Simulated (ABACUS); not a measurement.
# FeO (Wuestite) (Fm-3m) in ABACUS: a series of runs, part 2 of 2

ABACUS 3.10.1. The steps go on from the part before.

## Step 3: Relaxation of cell and atoms, PBE, collinear spin, ferromagnetic start

run_abacus.py

```python
"""Relaxation by an ASE optimiser with ABACUS as a small file-based calculator."""
import re
import subprocess
import numpy as np
from ase.calculators.calculator import Calculator, all_changes
from ase.filters import FrechetCellFilter
from ase.io import read
from ase.optimize import BFGS
from ase.stress import full_3x3_to_voigt_6_stress
from ase.units import Bohr, GPa

atoms = read("FeO.cif")
atoms = atoms[(-atoms.numbers).argsort(kind="stable")]  # ABACUS lists atoms element by element
pseudo = {'Fe': 'Fe.upf', 'O': 'O.upf'}
orbital = {'Fe': 'Fe_confined-atom_7au_4s3p3d1f.orb', 'O': 'O_confined-atom_6au_3s3p2d1f.orb'}
magmoms = [3.0, 0.0]
kmesh = [10, 10, 10]
params = {
    'suffix': 'FeO',
    'calculation': 'scf',
    'basis_type': 'lcao',
    'pseudo_dir': './',
    'orbital_dir': './',
    'symmetry': 1,
    'dft_functional': 'pbe',
    'ecutwfc': 100,
    'pseudo_rcut': 10,
    'nspin': 2,
    'nbands': 17,
    'ks_solver': 'genelpa',
    'smearing_method': 'fd',
    'smearing_sigma': 0.00367493,
    'scf_thr': 1e-07,
    'scf_nmax': 100,
    'mixing_type': 'broyden',
    'mixing_beta': 0.4,
    'cal_force': 1,
    'cal_stress': 1,
    'out_mul': 1,
}

def write_input(atoms):
    symbols = atoms.get_chemical_symbols()
    elements = list(dict.fromkeys(symbols))
    lines = ["ATOMIC_SPECIES"] + [f"{e} {atoms.get_masses()[symbols.index(e)]:.4f} {pseudo[e]}" for e in elements]
    if orbital:
        lines += ["", "NUMERICAL_ORBITAL"] + [orbital[e] for e in elements]
    lines += ["", "LATTICE_CONSTANT", f"{1 / Bohr:.10f}", "", "LATTICE_VECTORS"]
    lines += [" ".join(f"{x:.10f}" for x in v) for v in atoms.cell]
    lines += ["", "ATOMIC_POSITIONS", "Direct"]
    for e in elements:
        lines += ["", e, "0.0", str(symbols.count(e))]
        for i, p in enumerate(atoms.get_scaled_positions(wrap=False)):
            if symbols[i] == e:
                mag = "" if magmoms is None else " mag " + " ".join(str(x) for x in (magmoms[i] if isinstance(magmoms[i], list) else [magmoms[i]]))
                lines.append(" ".join(f"{x:.10f}" for x in p) + " 1 1 1" + mag)
    open("STRU", "w").write("\n".join(lines) + "\n")
    open("KPT", "w").write("K_POINTS\n0\nGamma\n%d %d %d 0 0 0\n" % tuple(kmesh))
    open("INPUT", "w").write("INPUT_PARAMETERS\n" + "".join(f"{k:<20s}{v}\n" for k, v in params.items()))

class Abacus(Calculator):
    implemented_properties = ["energy", "free_energy", "forces", "stress"]

    def calculate(self, atoms=None, properties=("energy",), system_changes=all_changes):
        super().calculate(atoms, properties, system_changes)
        write_input(self.atoms)
        subprocess.run(['mpirun', '-np', '4', 'abacus'], check=True)
        log = open("OUT.FeO/running_scf.log").read()
        if "charge density convergence is achieved" not in log:
            raise RuntimeError("SCF not converged")
        rows = lambda title, n: np.array([l.split()[-3:] for l in log.split(title)[-1].split("\n")[2:2 + n]], float)
        energy = float(re.findall(r"FINAL_ETOT_IS (\S+)", log)[-1])
        stress = -rows("TOTAL-STRESS", 3) / 10 * GPa  # ABACUS prints kbar, compression positive
        self.results = dict(energy=energy, free_energy=energy, forces=rows("TOTAL-FORCE", len(self.atoms)), stress=full_3x3_to_voigt_6_stress(stress))

atoms.calc = Abacus()
opt = BFGS(FrechetCellFilter(atoms), logfile="opt.log", trajectory="relax.traj")
print("optimiser converged:", opt.run(fmax=0.03, steps=60))
```

FeO.cif

```cif
data_FeO
_cell_length_a 3.04819591
_cell_length_b 3.04819591
_cell_length_c 3.04819591
_cell_angle_alpha 60.00000000
_cell_angle_beta 60.00000000
_cell_angle_gamma 60.00000000
_space_group_name_H-M_alt 'P1'
_space_group_name_Hall 'P 1'
_space_group_IT_number 1
loop_
_space_group_symop_operation_xyz
'x,y,z'
loop_
_atom_site_label
_atom_site_type_symbol
_atom_site_symmetry_multiplicity
_atom_site_Wyckoff_symbol
_atom_site_fract_x
_atom_site_fract_y
_atom_site_fract_z
_atom_site_occupancy
Fe1 Fe 1 a 0.0000000000 0.0000000000 0.0000000000 1
O1 O 1 a 0.5000000000 0.5000000000 0.5000000000 1
```

Potentials or basis: PseudoDojo NC SR 0.5 PBE standard, TZDP LCAO (the cutoffs set its grid).

Run with:

```sh
> OMP_NUM_THREADS=1 python run_abacus.py > log
```

running log:

```text
ABACUS v3.10.1

               Atomic-orbital Based Ab-initio Computation at UStc

 ------------------------------------------------------------------------------------

 READING GENERAL INFORMATION
                           global_out_dir = OUT.FeO/
                           global_in_card = INPUT
                               pseudo_dir = ./
                              orbital_dir = ./
                                    DSIZE = 4
                                    GSIZE = 1

 READING UNITCELL INFORMATION
                                    ntype = 2
                  lattice constant (Bohr) = 1.88973
              lattice constant (Angstrom) = 1

 READING ATOM TYPE 1
                               atom label = Fe
                      L=0, number of zeta = 4
                      L=1, number of zeta = 3
                      L=2, number of zeta = 3
                      L=3, number of zeta = 1
             number of atom for this type = 1
               magnetization of element 1 = 3

 READING ATOM TYPE 2
                               atom label = O
                      L=0, number of zeta = 3
                      L=1, number of zeta = 3
[... 483 lines left out ...]
 E_exx          0.0000000000         0.0000000000
 E_Fermi        1.0875505472         14.7968843052
----------------------------------------------------------

 charge density convergence is achieved
 final etot is -3860.2832267 eV
 EFERMI = 14.796884305 eV

 STATE ENERGY(eV) AND OCCUPATIONS    NSPIN == 2
SPIN UP :
 1/47 kpoint (Cartesian) = 0.0000 0.0000 0.0000 (560 pws)
       1       -75.1047     0.00100000
       2       -41.2569     0.00100000
       3       -41.2569     0.00100000
       4       -41.2569     0.00100000
       5       -6.06271     0.00100000
       6        10.6818     0.00100000
[... 9 lines left out ...]
      16        31.6849        0.00000
[... 82 lines left out ...]
       4       -41.2639     0.00400000
       5       -4.87585     0.00400000
       6        5.87287     0.00400000
[... 9 lines left out ...]
      16        27.2286        0.00000
      17        27.2286        0.00000

[... levels at 88 further k points ...]

-------------------------------------------------
 Total Magnetism (uB)
-------------------------------------------------
                        Fe1         3.8166102501
                         O1         0.1843786462
-------------------------------------------------

 correction force for each atom along direction 1 is -3.46853e-14
 correction force for each atom along direction 2 is -2.98627e-15
 correction force for each atom along direction 3 is 5.03073e-14
------------------------------------------------------------------------------------------
 TOTAL-FORCE (eV/Angstrom)
------------------------------------------------------------------------------------------
                       Fe1         0.0000000000         0.0000000000         0.0000000000
                        O1         0.0000000000         0.0000000000         0.0000000000
------------------------------------------------------------------------------------------

----------------------------------------------------------------
 TOTAL-STRESS (KBAR)
----------------------------------------------------------------
         0.0223584546        -0.0000000000        -0.0000000000
        -0.0000000000         0.0223584546         0.0000000000
         0.0000000000         0.0000000000         0.0223584546
----------------------------------------------------------------
 TOTAL-PRESSURE: 0.022358 KBAR

 --------------------------------------------
 !FINAL_ETOT_IS -3860.2832267421899815 eV
 --------------------------------------------
```

INPUT:

```text
INPUT_PARAMETERS
suffix              FeO
calculation         scf
basis_type          lcao
pseudo_dir          ./
orbital_dir         ./
symmetry            1
dft_functional      pbe
ecutwfc             100
pseudo_rcut         10
nspin               2
nbands              17
ks_solver           genelpa
smearing_method     fd
smearing_sigma      0.00367493
scf_thr             1e-07
scf_nmax            100
mixing_type         broyden
mixing_beta         0.4
cal_force           1
cal_stress          1
out_mul             1
```

Run time: 88 s. Hardware: 4 MPI ranks of Intel Xeon Platinum 8488C (Sapphire Rapids), shared host; peak memory 0.6 GiB.

What came out:

```yaml
Free_energy: -3860.2832 eV
Relaxed_volume: 9.98 Å³/atom
Relaxed_cell: a = 3.045 Å, b = 3.045 Å, c = 3.045 Å, α = 60.00°, β = 60.00°, γ = 60.00°
Space_group_after_relaxing_to_0.05_Å: Fm-3m (No. 225)
Energy_gained_by_relaxing: 0.1 meV/atom
Ionic_steps: 3
Pressure_after_relaxing: 0.0 GPa
Band_gap_on_the_k_mesh: none (metal or under the smearing width)
Net_moment: 4.00 μB per cell
Absolute_moment: 4.02 μB per cell
Site_moments: Fe +3.82; O +0.18 μB
Mulliken_charges: Fe +0.27; O -0.27 e
```

Step by step:
```tsv
step	energy change (eV)	largest force (eV/Å)	pressure (GPa)	volume (Å³)
1	0.0000	0.0000	-0.65	20.03
2	-0.0001	0.0000	-0.49	20.01
3	-0.0001	0.0000	0.00	19.96
```

Final structure:
```xyz
2
Lattice="3.0446 0.0000 0.0000 1.5223 2.6367 0.0000 1.5223 0.8789 2.4859" Properties=species:S:1:pos:R:3 pbc="T T T"
Fe    0.0000    0.0000    0.0000
O     3.0446    1.7578    1.2429
```

Levels at points of the mesh, in eV from the Fermi level:
Spin up:
```tsv
k point	band 11	band 12	band 13	band 14	band 15	band 16
(0.00, 0.00, 0.00)	-3.99	-3.94	-3.94	0.00	15.29	16.89
(0.50, 0.50, 0.50)	-2.72	-0.55	-0.55	3.98	8.35	12.43
(0.50, 0.50, 0.00)	-3.06	-3.04	-3.04	5.21	8.59	10.62
```
Spin down:
| k point | band 5 | band 6 | band 7 | band 8 | band 9 | band 10 | band 11 | band 12 | band 13 | band 14 |
| --- | --- | --- | --- | --- | --- | --- | --- | --- | --- | --- |
| (0.00, 0.00, 0.00) | -20.33 | -3.42 | -3.42 | -3.42 | -0.75 | -0.75 | -0.75 | 0.23 | 0.23 | 0.73 |
| (0.50, 0.50, 0.50) | -19.12 | -8.18 | -5.28 | -5.28 | 0.41 | 0.41 | 0.60 | 2.81 | 2.81 | 4.38 |
| (0.50, 0.50, 0.00) | -19.11 | -7.06 | -4.59 | -4.59 | -2.17 | 0.76 | 0.76 | 0.79 | 1.20 | 6.43 |

Caveat: the atomic orbitals were generated for these runs and aren't a published set; Mulliken charges move with the basis; the basis of atomic orbitals isn't converged, which shifts pressures, moduli and gaps; a cell with one magnetic atom can't hold antiferromagnetic order, which such compounds often take; semilocal functionals often make such compounds metallic where correlation or magnetic order opens a gap, which also shifts bond lengths. With open d or f shells a metallic result of PBE can be an artefact of self-interaction; +U or a hybrid may open a gap.

## Step 4: Single point, PBE, collinear spin, ferromagnetic start

run_abacus.py

```python
"""ABACUS run from a structure file: ASE reads it, the script writes STRU, KPT and INPUT."""
import re
import subprocess
from ase.io import read
from ase.units import Bohr

atoms = read("FeO.xyz")
atoms = atoms[(-atoms.numbers).argsort(kind="stable")]  # ABACUS lists atoms element by element
pseudo = {'Fe': 'Fe_ONCV_PBE-1.2.upf', 'O': 'O_ONCV_PBE-1.2.upf'}
orbital = {'Fe': 'Fe_confined-atom_7au_2s1p1d.orb', 'O': 'O_confined-atom_6au_1s1p.orb'}
magmoms = [3.0, 0.0]
kmesh = [10, 10, 10]
params = {
    'suffix': 'FeO',
    'calculation': 'scf',
    'basis_type': 'lcao',
    'pseudo_dir': './',
    'orbital_dir': './',
    'symmetry': 1,
    'dft_functional': 'pbe',
    'ecutwfc': 100,
    'pseudo_rcut': 10,
    'nspin': 2,
    'nbands': 14,
    'ks_solver': 'genelpa',
    'smearing_method': 'fd',
    'smearing_sigma': 0.00367493,
    'scf_thr': 1e-07,
    'scf_nmax': 100,
    'mixing_type': 'broyden',
    'mixing_beta': 0.4,
    'cal_force': 1,
    'cal_stress': 1,
    'out_mul': 1,
    'out_chg': 1,
}

symbols = atoms.get_chemical_symbols()
elements = list(dict.fromkeys(symbols))
lines = ["ATOMIC_SPECIES"] + [f"{e} {atoms.get_masses()[symbols.index(e)]:.4f} {pseudo[e]}" for e in elements]
if orbital:
    lines += ["", "NUMERICAL_ORBITAL"] + [orbital[e] for e in elements]
lines += ["", "LATTICE_CONSTANT", f"{1 / Bohr:.10f}", "", "LATTICE_VECTORS"]
lines += [" ".join(f"{x:.10f}" for x in v) for v in atoms.cell]
lines += ["", "ATOMIC_POSITIONS", "Direct"]
for e in elements:
    lines += ["", e, "0.0", str(symbols.count(e))]
    for i, p in enumerate(atoms.get_scaled_positions(wrap=False)):
        if symbols[i] == e:
            mag = "" if magmoms is None else " mag " + " ".join(str(x) for x in (magmoms[i] if isinstance(magmoms[i], list) else [magmoms[i]]))
            lines.append(" ".join(f"{x:.10f}" for x in p) + " 1 1 1" + mag)
open("STRU", "w").write("\n".join(lines) + "\n")
open("KPT", "w").write("K_POINTS\n0\nGamma\n%d %d %d 0 0 0\n" % tuple(kmesh))
open("INPUT", "w").write("INPUT_PARAMETERS\n" + "".join(f"{k:<20s}{v}\n" for k, v in params.items()))

done = subprocess.run(['mpirun', '-np', '4', 'abacus'])
if done.returncode:
    raise SystemExit(done.returncode)
log = open("OUT.FeO/running_scf.log").read()
print("final energy (eV):", re.findall(r"FINAL_ETOT_IS (\S+)", log))
```

FeO.xyz

```xyz
2
Lattice="0.0000000000 2.1554000000 2.1554000000 2.1554000000 0.0000000000 2.1554000000 2.1554000000 2.1554000000 0.0000000000" Properties=species:S:1:pos:R:3 pbc="T T T"
Fe     0.0000000000      0.0000000000      0.0000000000
O      2.1554000000      2.1554000000      2.1554000000
```

Potentials or basis: SG15 ONCV 1.2 PBE, SZ LCAO (the cutoffs set its grid).

Run with:

```sh
> OMP_NUM_THREADS=1 python run_abacus.py > log
```

Run time: 5.4 s. Hardware: 4 MPI ranks of AMD EPYC 9R14 (Zen 4), shared host; peak memory 0.36 GiB.

The run converged, but some of its settings lie outside the range that counts as converged, so its numbers aren't taken as properties of the crystal.

Results:

| Quantity | Value |
| --- | --- |
| Free energy | -3651.6076 eV |
| Pressure | 12.1 GPa |
| Band gap on the k mesh | none (metal or under the smearing width) |
| Net moment | 3.77 μB per cell |
| Absolute moment | 3.77 μB per cell |
| Site moments | Fe +3.38; O +0.39 μB |
| Mulliken charges | Fe +0.84; O -0.84 e |

Caveat: the atomic orbitals were generated for these runs and aren't a published set; Mulliken charges move with the basis; the basis of atomic orbitals isn't converged, which shifts pressures, moduli and gaps; a cell with one magnetic atom can't hold antiferromagnetic order, which such compounds often take; semilocal functionals often make such compounds metallic where correlation or magnetic order opens a gap, which also shifts bond lengths.

## Step 5: Single point, PBE, collinear spin, ferromagnetic start

INPUT

```
INPUT_PARAMETERS
suffix              FeO
calculation         scf
basis_type          lcao
pseudo_dir          ./
orbital_dir         ./
symmetry            1
dft_functional      pbe
ecutwfc             100
pseudo_rcut         10
nspin               2
nbands              23
ks_solver           genelpa
smearing_method     fd
smearing_sigma      0.00367493
scf_thr             1e-07
scf_nmax            100
mixing_type         broyden
mixing_beta         0.4
cal_force           1
cal_stress          1
out_mul             1
out_chg             1
out_pot             2
out_elf             1
```

STRU

```
ATOMIC_SPECIES
Fe 55.8450 Fe.upf
O 15.9990 O.upf

NUMERICAL_ORBITAL
Fe_confined-atom_7au_3s2p2d1f.orb
O_confined-atom_6au_2s2p1d.orb

LATTICE_CONSTANT
1.8897261246

LATTICE_VECTORS
0.0000000000 2.1554000000 2.1554000000
2.1554000000 0.0000000000 2.1554000000
2.1554000000 2.1554000000 0.0000000000

ATOMIC_POSITIONS
Direct

Fe
0.0
1
0.0000000000 0.0000000000 0.0000000000 1 1 1 mag 3

O
0.0
1
0.5000000000 0.5000000000 0.5000000000 1 1 1 mag 0
```

KPT

```
K_POINTS
0
Gamma
10 10 10 0 0 0
```

Potentials or basis: Ansatz NC PBE, DZP LCAO (the cutoffs set its grid).

Run with:

```sh
> OMP_NUM_THREADS=1 mpirun -np 4 abacus > log
```

Run time: 26 s. Hardware: 4 MPI ranks of Intel Xeon Platinum 8488C (Sapphire Rapids), shared host; peak memory 0.48 GiB.

The run converged. Its results:

| Quantity | Value |
| --- | --- |
| Free energy | -4002.1756 eV |
| Pressure | -0.1 GPa |
| Band gap on the k mesh | none (metal or under the smearing width) |
| Net moment | 4.00 μB per cell |
| Absolute moment | 4.01 μB per cell |
| Site moments | Fe +3.75; O +0.25 μB |
| Mulliken charges | Fe +0.50; O -0.50 e |

Levels at points of the mesh, in eV from the Fermi level:
Spin up:
```tsv
k point	band 10	band 11	band 12	band 13	band 14	band 15	band 16	band 17
(0.00, 0.00, 0.00)	-3.89	-3.89	-3.70	-3.70	0.18	16.55	17.13	17.13
(0.50, 0.50, 0.50)	-3.08	-2.51	-0.37	-0.37	4.05	8.43	12.51	12.51
(0.50, 0.50, 0.00)	-3.31	-2.82	-2.81	-2.81	5.30	8.73	10.73	14.68
```
Spin down:
```csv
k point,band 5,band 6,band 7,band 8,band 9,band 10,band 11,band 12,band 13,band 14
"(0.00, 0.00, 0.00)",-20.24,-3.31,-3.31,-3.31,-0.74,-0.74,-0.74,0.15,0.15,0.98
"(0.50, 0.50, 0.50)",-19.04,-8.07,-5.19,-5.19,0.40,0.40,0.59,2.75,2.75,4.52
"(0.50, 0.50, 0.00)",-19.04,-6.95,-4.49,-4.49,-2.14,0.69,0.74,0.74,1.11,6.50
```

Caveat: the atomic orbitals were generated for these runs and aren't a published set; Mulliken charges move with the basis; the basis of atomic orbitals isn't converged, which shifts pressures, moduli and gaps; a cell with one magnetic atom can't hold antiferromagnetic order, which such compounds often take; semilocal functionals often make such compounds metallic where correlation or magnetic order opens a gap, which also shifts bond lengths.

## Step 6: Overview

| task | potentials or basis | cell | optimiser | force threshold | max steps | cell moves | gap on the mesh (eV) | pressure (GPa) | moment (μB) |
| --- | --- | --- | --- | --- | --- | --- | --- | --- | --- |
| single point | PseudoDojo NC SR 0.5 PBE standard, TZDP LCAO (the cutoffs set its grid) | as given | - | - | - | - | none | -0.7 | 4.00 |
| relaxation of cell and atoms | PseudoDojo NC SR 0.5 PBE standard, TZDP LCAO (the cutoffs set its grid) | relaxed | ASE BFGS | 0.03 eV/Å | 60 | yes | none | 0.0 | 4.00 |
| single point | Ansatz NC PBE, DZP LCAO (the cutoffs set its grid) | as given | - | - | - | - | none | -0.1 | 4.00 |

Alike in all rows: level PBE; spin collinear, ferromagnetic start; k mesh 10 × 10 × 10; cutoff (eV) 1361; smearing fermi-dirac 0.05 eV.

Caveats: the atomic orbitals were generated for these runs and aren't a published set; the basis of atomic orbitals isn't converged, which shifts pressures, moduli and gaps; a cell with one magnetic atom can't hold antiferromagnetic order, which such compounds often take; semilocal functionals often make such compounds metallic where correlation or magnetic order opens a gap, which also shifts bond lengths.

Absolute energies hang on the potentials; compare differences alone.

## Step 7: Against experiment

Step 2. Against the measured gap of FeO, 2.4 eV (optical; quoted in “W\"ustite: Electric, thermodynamic and optical properties of FeO”, 2012, arxiv:1203.1201), the calculated 0.00 eV is off by -2.40 eV. So large a miss can be the level of theory's own, or it may mean another phase, state or a wrong row. The value is that of PBE in an atomic basis (PseudoDojo NC SR 0.5 PBE standard, TZDP LCAO (the cutoffs set its grid)), whose error adds to the functional's, on a finite k mesh, which can miss the band edges, without temperature or zero-point motion. Semilocal functionals fall short of measured gaps as a rule. The run's magnetic order (collinear spin, ferromagnetic start) needn't be the measured crystal's.

Step 5. Measured gap of FeO: 2.4 eV (optical; quoted in “W\"ustite: Electric, thermodynamic and optical properties of FeO”, 2012, arxiv:1203.1201). This calculation gives 0.00 eV (-2.40 eV). So large a miss can be the level of theory's own, or it may mean another phase, state or a wrong row. The value is that of PBE in an atomic basis (Ansatz NC PBE, DZP LCAO (the cutoffs set its grid)), whose error adds to the functional's, on a finite k mesh, which can miss the band edges, without temperature or zero-point motion. Semilocal functionals fall short of measured gaps as a rule. The run's magnetic order (collinear spin, ferromagnetic start) needn't be the measured crystal's.
